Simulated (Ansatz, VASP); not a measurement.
## Bi in VASP and in Ansatz

File INCAR:

```
SYSTEM = Bi
  PREC = Accurate
  ENCUT = 520
  EDIFF = 1E-6
  ISMEAR = -1
  SIGMA = 0.05
  LREAL = .FALSE.
  LASPH = .TRUE.
  NELM = 80
  ALGO = Fast
  ISIF = 2
  LWAVE = .FALSE.
  LCHARG = .FALSE.
  GGA = PS
  NBANDS = 22
```

The input KPOINTS:

```
regular mesh
0
G
  6 6 9
  0 0 0
```

File POSCAR:

```
Bi
1.0
    3.5345058698     -3.1738008589      0.0000000000
    3.5345058698      3.1738008589      0.0000000000
   -1.2768189413      0.0000000000      3.1545224618
Bi
2
Direct
    0.7530610000      0.7530610000      0.8573820000
    0.2469390000      0.2469390000      0.1426180000
```

Contents of input.yaml:

```yaml
crystal:
  lattice:
    - [3.5345058698, -3.1738008589, 0.0]
    - [3.5345058698, 3.1738008589, 0.0]
    - [-1.2768189413, 0.0, 3.1545224618]
  atoms:
    - { symbol: Bi, position: [0.753061, 0.753061, 0.857382] }
    - { symbol: Bi, position: [0.246939, 0.246939, 0.142618] }
kpoints:
  mp_grid: { grid: [6, 6, 9] }
scf:
  occupations: { method: fermi_dirac, width: 0.05 }
hamiltonian:
  xc: pbesol
  pseudopotentials: { kind: all_electron, lapw: { basis_error: 0.001 } }
output:
  forces: true
  stress: true
  eigenvalues: true
```

Change from the starting cell: volume scaled by 1.04.

Alike in both runs: task single point; functional PBEsol; k mesh 6 × 6 × 9; occupations fermi-dirac, width 0.05 eV; no spin polarisation.

```csv
,VASP,Ansatz
version,VASP 6.6.1,Ansatz 0.2.0
potentials or method,"VASP PAW PBE potentials, release 64 (Bi_d)","all-electron LAPW, scalar-relativistic"
plane-wave cutoff (eV),520,see its input
```

Ansatz gave:

* gap on the k mesh at the Fermi level (eV): none
* pressure (GPa): -4.0
* largest component of the traceless stress (GPa): 0.69
* rms of the force components (eV/Å): 0.063

**Question.** What did VASP give for the same quantities?

**Answer.** gap on the k mesh at the Fermi level (eV): none; pressure (GPa): -4.1; largest component of the traceless stress (GPa): 0.70; rms of the force components (eV/Å): 0.062.

Atom by atom the forces differ by 0.001 eV/Å (rms over components). A gap of «none» marks a metal or a gap that the smearing closes. Ansatz ran all-electron here, so the differences hold the error of VASP's frozen core and of both bases.

Caveats: spin-orbit coupling is left out, which moves the levels of the heavy elements; the PAW data sets were made with another functional, which shifts forces and pressure a little (VASP).
